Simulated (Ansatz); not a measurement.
The system is TePb.

```xyz
2
Lattice="0.0000 3.2310 3.2310 3.2310 0.0000 3.2310 3.2310 3.2310 0.0000" Properties=species:S:1:pos:R:3 pbc="T T T"
Pb    0.0000    0.0000    0.0000
Te    3.2310    3.2310    3.2310
```

```yaml
Program: Ansatz 0.2.0
Task: relaxation of cell and atoms
Functional: RPBE
Potentials_or_basis: Ansatz PAW
Cutoff: "420 eV (not typed: the program's choice for these potentials)"
k_mesh: 7 × 7 × 7
Occupations: fermi-dirac, width 0.05 eV
Spin: no spin polarisation
```

At the start: volume 33.73 Å³/atom.

Question: How do energy, volume and symmetry change on relaxing?

Answer: It ends after 5 steps and the volume is 36.84 Å³/atom (+9.2 %); space group Fm-3m (No. 225, to 0.05 Å).

Step by step:
```
step  energy change (eV)  largest force (eV/Å)  volume (Å³)
   1              0.0000                0.0000        67.46
   2             -0.0615                0.0000        75.08
   3             -0.0643                0.0000        73.88
   4             -0.0644                0.0000        73.69
   5             -0.0652                0.0000        73.69
```

Final structure:
```yaml
crystal:
  lattice:
    - [0.00000, 3.32756, 3.32756]
    - [3.32756, 0.00000, 3.32756]
    - [3.32756, 3.32756, 0.00000]
  atoms:
    - { symbol: Pb, position: [0.00000, 0.00000, 0.00000] }
    - { symbol: Te, position: [0.50000, 0.50000, 0.50000] }
```

Caveat: the plane-wave basis is chosen anew once the cell has moved, so the energies of steps on either side of that aren't comparable; the PAW data sets come from PBE, with cores solved anew for the run's functional, which leaves a small shift of forces and pressure.
